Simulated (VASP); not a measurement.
# LiF: two structures compared in the RPA: rocksalt and caesium chloride

LiF, Fm-3m (no. 225), 2 atoms in the cell. PBE, RPA total energies; PAW potentials F_GW, Li_sv_GW (PBE set).

## Input

INCAR.step1:
```
SYSTEM = LiF
  EDIFF = 1E-7
  EDIFFG = -0.003
  ENCUT = 742
  GGA = PE
  IBRION = 2
  ISIF = 3
  ISMEAR = 0
  LASPH = .TRUE.
  LCHARG = .FALSE.
  LREAL = .FALSE.
  LWAVE = .FALSE.
  NSW = 40
  PREC = Accurate
  SIGMA = 0.05
```

INCAR.step3:
```
SYSTEM = LiF
  ALGO = Normal
  EDIFF = 1E-8
  ENCUT = 550
  GGA = PE
  ISMEAR = 0
  KPAR = 8
  LASPH = .TRUE.
  LCHARG = .FALSE.
  LREAL = .FALSE.
  LWAVE = .TRUE.
  PREC = Accurate
  SIGMA = 0.05
```

INCAR.step4, as INCAR.step3 but for:
```
- ALGO = Normal
- LWAVE = .TRUE.
+ AEXX = 1.0
+ AGGAC = 0.0
+ ALDAC = 0.0
+ ALGO = Eigenval
+ HFRCUT = -1
+ LHFCALC = .TRUE.
+ LWAVE = .FALSE.
+ NELM = 1
+ PRECFOCK = Fast
```

INCAR.step5:
```
SYSTEM = LiF
  ALGO = ACFDT
  EDIFF = 1E-8
  ENCUT = 550
  ESF_SPLINES = .TRUE.
  GGA = PE
  ISMEAR = 0
  LASPH = .TRUE.
  LCHARG = .FALSE.
  LREAL = .FALSE.
  LWAVE = .FALSE.
  NOMEGA = 12
  PREC = Accurate
  PRECFOCK = Fast
  SIGMA = 0.05
```

KPOINTS.step1:
```
k-points
0
Gamma
  14 14 14
```

KPOINTS.step2:
```
k-points
0
Gamma
  13 13 13
```

KPOINTS.step3:
```
k-points
0
Gamma
  9 9 9
```

KPOINTS.step5:
```
k-points
0
Gamma
  7 7 7
```

KPOINTS.step6:
```
k-points
0
Gamma
  8 8 8
```

KPOINTS.step8:
```
k-points
0
Gamma
  6 6 6
```

POSCAR.step1:
```
LiF
1.0
    0.0000000000      2.0140000000      2.0140000000
    2.0140000000      0.0000000000      2.0140000000
    2.0140000000      2.0140000000      0.0000000000
F Li
1 1
Direct
    0.0000000000      0.0000000000      0.0000000000
    0.5000000000      0.5000000000      0.5000000000
```

POSCAR.step2:
```
LiF
1.0
    2.5065330168      0.0000000000      0.0000000000
    0.0000000000      2.5065330168      0.0000000000
    0.0000000000      0.0000000000      2.5065330168
F Li
1 1
Direct
    0.0000000000      0.0000000000      0.0000000000
    0.5000000000      0.5000000000      0.5000000000
```

Commands (each step's output is kept before the next begins):
```
cat potpaw_PBE.64/F_GW/POTCAR potpaw_PBE.64/Li_sv_GW/POTCAR > POTCAR
cp INCAR.step1 INCAR
cp KPOINTS.step1 KPOINTS
cp POSCAR.step1 POSCAR
mpirun -np 8 vasp_std > vasp.out
cp CONTCAR CONTCAR.first
rm WAVECAR CHG
cp KPOINTS.step2 KPOINTS
cp POSCAR.step2 POSCAR
mpirun -np 8 vasp_std > vasp.out
cp CONTCAR CONTCAR.second
rm WAVECAR CHG
cp CONTCAR.first POSCAR
cp INCAR.step3 INCAR
cp KPOINTS.step3 KPOINTS
mpirun -np 8 vasp_std > vasp.out
cp CONTCAR.first POSCAR
cp INCAR.step4 INCAR
mpirun -np 8 vasp_std > vasp.out
rm WAVECAR CHG
cp CONTCAR.first POSCAR
cp INCAR.step5 INCAR
cp KPOINTS.step5 KPOINTS
mpirun -np 8 vasp_std > vasp.out
rm WAVECAR CHG
cp CONTCAR.second POSCAR
cp INCAR.step3 INCAR
cp KPOINTS.step6 KPOINTS
mpirun -np 8 vasp_std > vasp.out
cp CONTCAR.second POSCAR
cp INCAR.step4 INCAR
mpirun -np 8 vasp_std > vasp.out
rm WAVECAR CHG
cp CONTCAR.second POSCAR
cp INCAR.step5 INCAR
cp KPOINTS.step8 KPOINTS
mpirun -np 8 vasp_std > vasp.out
```

## Result

- RPA energy difference (meV/atom): 317.4

Energy of caesium chloride less rocksalt, each relaxed in PBE:

| Method | meV/atom |
|---|---|
| PBE | 296.1 |
| Exact exchange, no correlation | 382.7 |
| RPA | 317.4 |

VASP 6.6.1 took 852 s on 8 cores (Intel Xeon Platinum 8259CL @ 2.50GHz (Skylake/Cascade Lake)), a shared host.
